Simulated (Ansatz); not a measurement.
## Two-dimensional strain map in Ni

The calculation used Ansatz 0.2.0, DFT PBE, scalar-relativistic, plane waves, PAW. The runs took a 420 eV cutoff, a Γ-centred 22×22×22 mesh and Gaussian smearing (0.15 eV). Collinear spins, started from moments 0.8 μB in atom order; the magnetic state may not be the lowest. Energies are free energies at this smearing, counted from the undisturbed cell; pressure is positive in compression.

The undisturbed cell (as given, not relaxed at this level; it stands at -2.7 GPa):

```yaml
crystal:
  lattice:
    - [0.00000, 1.76795, 1.76795]
    - [1.76795, 0.00000, 1.76795]
    - [1.76795, 1.76795, 0.00000]
  atoms:
    - { symbol: Ni, position: [0.00000, 0.00000, 0.00000] }
```

The cell is strained by p along both x and y and by q along z, fractional coordinates fixed. Points are written (p, q).

Energy above the undisturbed cell in meV/atom (a dash: not computed):

| p \ q | -0.030 | -0.015 | 0.000 | 0.015 | 0.030 |
| --- | --- | --- | --- | --- | --- |
| -0.030 | 42.3 | 27.0 | 17.2 | 12.3 | 12.0 |
| 0.000 | 3.0 | – | 0.0 | – | 13.4 |
| 0.030 | 18.7 | – | 34.4 | – | 63.3 |

Pressure in GPa:

```csv
p \ q,-0.030,-0.015,0.000,0.015,0.030
-0.030,18.6,14.4,10.5,7.0,3.9
0.000,3.5,–,-2.7,–,-7.7
0.030,-7.5,–,-12.1,–,-15.9
```